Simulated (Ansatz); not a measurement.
**B (bcc type): a single-point run**

Aim: a sound single-point run of B (bcc type).

Computed with Ansatz 0.2.0 (DFT, PBE, all-electron PAW with datasets made for the crystal, scalar-relativistic, unless a step's input says otherwise).

## 1. The structure to begin with

Symmetry: Im-3m, No. 229, cubic system. Conventional cell: a = 1.846 Å, b = 1.846 Å, c = 1.846 Å, α = 90.00°, β = 90.00°, γ = 90.00°. Around B (site symmetry m-3m) lie 8 B at 1.60 Å.

Coordinates:

```cif
data_structure
_symmetry_space_group_name_H-M 'Im-3m'
_symmetry_Int_Tables_number 229
_cell_length_a 1.8461
_cell_length_b 1.8461
_cell_length_c 1.8461
_cell_angle_alpha 90.000
_cell_angle_beta 90.000
_cell_angle_gamma 90.000
_cell_volume 6.29
loop_
_atom_site_label
_atom_site_type_symbol
_atom_site_symmetry_multiplicity
_atom_site_Wyckoff_symbol
_atom_site_fract_x
_atom_site_fract_y
_atom_site_fract_z
_atom_site_occupancy
B1 B 2 a 0.00000 0.00000 0.00000 1
```

## 2. Input and run

Input file input.yaml:

```yaml
crystal:
  lattice:
    - [-0.92304039, 0.92304039, 0.92304039]
    - [0.92304039, -0.92304039, 0.92304039]
    - [0.92304039, 0.92304039, -0.92304039]
  atoms:
    - { symbol: B, position: [0.0, 0.0, 0.0] }
kpoints:
  mp_grid: { grid: [18, 18, 18] }
  band_path:
    path:
      - [0.0, 0.0, 0.0]
      - [0.5, -0.5, 0.5]
      - [0.0, 0.0, 0.5]
      - [0.0, 0.0, 0.0]
      - [0.25, 0.25, 0.25]
      - [0.5, -0.5, 0.5]
      - [0.25, 0.25, 0.25]
      - [0.0, 0.0, 0.5]
    npoints: 8
scf:
  occupations: { method: fermi_dirac, width: 0.08 }
  max_iter: 60
hamiltonian:
  xc: pbe
  pseudopotentials: { kind: all_electron, datasets: crystal }
output:
  forces: true
  stress: true
  eigenvalues: true
  efg: { contact_densities: true }
```

The run is started by

```sh
ansatz run input.yaml --threads 1 --pin off --max-ram 2048MiB --backend cpu --events-out ev --progress --plain --runs-dir out
```

What happens when this is run?

The run converged and reported no error, with warnings (band levels unverified, crystal datasets made). It gives a pressure of 528 GPa, which is large; a structure far from rest gives such values too, whatever the setting.

The structure is squeezed far below its natural size. The shortest distance in the input is 1.60 Å.

Remedy: restore the intended size.
